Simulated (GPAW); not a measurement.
The system is ZrC.

```xyz
2
Lattice="0.0000 2.3650 2.3650 2.3650 0.0000 2.3650 2.3650 2.3650 0.0000" Properties=species:S:1:pos:R:3 pbc="T T T"
Zr    2.3650    2.3650    2.3650
C     0.0000    0.0000    0.0000
```

| Property | Result |
| --- | --- |
| Program | GPAW 26.7.0 |
| Task | relaxation of cell and atoms |
| Functional | PBEsol |
| Dispersion | D3 |
| Potentials or basis | PAW data sets generated in the run's folder for this functional |
| Cutoff | 800 eV |
| Basis | pw |
| k mesh | 10 × 10 × 10 |
| Occupations | fermi-dirac, width 0.05 eV |
| Spin | no spin polarisation |

At the start: pressure -12.4 GPa; volume 13.23 Å³/atom.

**Question.** Where does the relaxation end?

**Answer.** Over 4 steps the energy falls by 29.2 meV/atom and the volume is 12.49 Å³/atom (-5.6 %); space group Fm-3m (No. 225, to 0.05 Å).

The path:
| step | energy change (eV) | largest force (eV/Å) | pressure (GPa) | volume (Å³) |
| --- | --- | --- | --- | --- |
| 1 | 0.0000 | 0.0000 | -12.45 | 26.46 |
| 2 | -0.0363 | 0.0000 | -8.01 | 25.88 |
| 3 | -0.0582 | 0.0000 | 0.53 | 24.93 |
| 4 | -0.0584 | 0.0000 | -0.02 | 24.99 |

Final structure:
```
CELL_PARAMETERS angstrom
0.00000 2.32035 2.32035
2.32035 0.00000 2.32035
2.32035 2.32035 0.00000
ATOMIC_POSITIONS crystal
Zr 0.50000 0.50000 0.50000
C 0.00000 0.00000 0.00000
```

Caveat: later steps reuse the first step's grids; pairwise dispersion overbinds metals, which lowers pressure and volume.
